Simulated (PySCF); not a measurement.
Computed data sheet: `O=C(O)C(=O)O` (oxalic acid)

Species: oxalic acid, C2H2O4.
Bonds: O1–C2 (double), C2–O3, C2–C4, C4–O5 (double), C4–O6. Hydrogens: H7 on O3; H8 on O6.

Some functional groups and rings: carboxylic acid.

From GFN2-xTB geometry:

```
Point group of the GFN2-xTB geometry                  : C2h
Rotational constants A, B, C of the GFN2-xTB geometry : 6.154, 3.568, 2.259 GHz
```

B3LYP/def2-SVPD ground state and vertical TDDFT (core frozen in the response) (PySCF):

```
Dipole moment                                                     : 0.00 D
HOMO energy                                                       : -8.12 eV
LUMO energy                                                       : -2.44 eV
HOMO–LUMO gap                                                     : 5.68 eV
Lowest singlet excitation                                         : 4.09 eV (303 nm, f = 0.000)
Strongest line among the 8 lowest singlet transitions             : S6 at 7.30 eV (170 nm, f = 0.123)
Lowest triplet excitation (Tamm–Dancoff)                          : 3.60 eV
Static isotropic polarisability                                   : 39.9 au
Electronic spatial extent ⟨r²⟩ about the centre of nuclear charge : 495 bohr²
```

From PBE0/pcSseg-1 ground state and GIAO shieldings, non-relativistic (PySCF):

```
Lowest Hirshfeld atomic charge                              : -0.25 e on O1/O5
Highest Hirshfeld atomic charge                             : +0.21 e on C2/C4
13C chemical shifts (computed TMS as zero) by class         : 160.9 (C2/C4) ppm
1H chemical shifts (computed TMS as zero) by class          : 6.61 (H7/H8) ppm
Isotropic shieldings of nuclei other than C and H, by class : -107 (O1/O5), 128 (O3/O6) ppm
Mayer bond orders between heavy atoms                       : O1–C2 2.00, C2–O3 1.18, C2–C4 0.82, C4–O5 2.00, C4–O6 1.18
```

From B3LYP/pcJ-1 indirect spin-spin coupling, non-relativistic, gas phase (PySCF):

```
Largest of the computed one-bond spin–spin couplings (means over like bonds) : 13C–13C +105.6 (C2–C4), 17O–1H -81.3 (O3–H7 and 1 like it), 17O–13C +29.8 (O3–C2 and 1 like it), 17O–13C +29.5 (O1–C2 and 1 like it) Hz
```

**delta-SCF UKS SCAN, pcX-2 on the ionised atom, pcseg-1 elsewhere, spin-free X2C (PySCF)**

```
Core binding energies : C1s 295.9 (C2/C4), O1s 538.8 (O1/O5), O1s 540.9 (O3/O6) eV
```

Monoisotopic mass from the formula: 89.9953 u.

Point group C2h forbids a permanent dipole, so the rigid molecule has no electric-dipole pure rotational spectrum. The vertical singlet–triplet gap S1 − T1 is 0.49 eV (TDDFT singlet less Tamm–Dancoff triplet; S1: HOMO→LUMO, weight 0.99; T1: HOMO→LUMO, weight 0.98). The largest Löwdin shares of the HOMO are 0.36 on O1, 0.36 on O5, 0.07 on C2 and 0.07 on C4. No computed singlet falls in the visible range (750 to 380 nm, 1.65 to 3.26 eV); S1 lies 0.83 eV above its blue end. The polarisability is 5.92 Å³ as a volume (1 au = 0.148185 Å³), or 0.87 au for each of the 46 electrons. The rotational constants make it an asymmetric top with κ = (2B − A − C)/(A − C) = -0.33, nearer the prolate limit (−1). The principal polarisabilities are 26.3, 46.4 and 47.1 au; their mean is the isotropic value. In wavenumbers S1 is 33000 cm⁻¹ (1 eV = 8065.54 cm⁻¹).

 GFN2-xTB frequencies show an imaginary mode (29i cm⁻¹), so this geometry is no minimum at that level.

Shape of the structure used: `[O:1]=[C:2]([OH:3])[C:4](=[O:5])[OH:6]`: O1–C2–C4–O5 180°, H–O3–C2–O1 0°, H–O6–C4–C2 180°.

One conformer stands for the species.
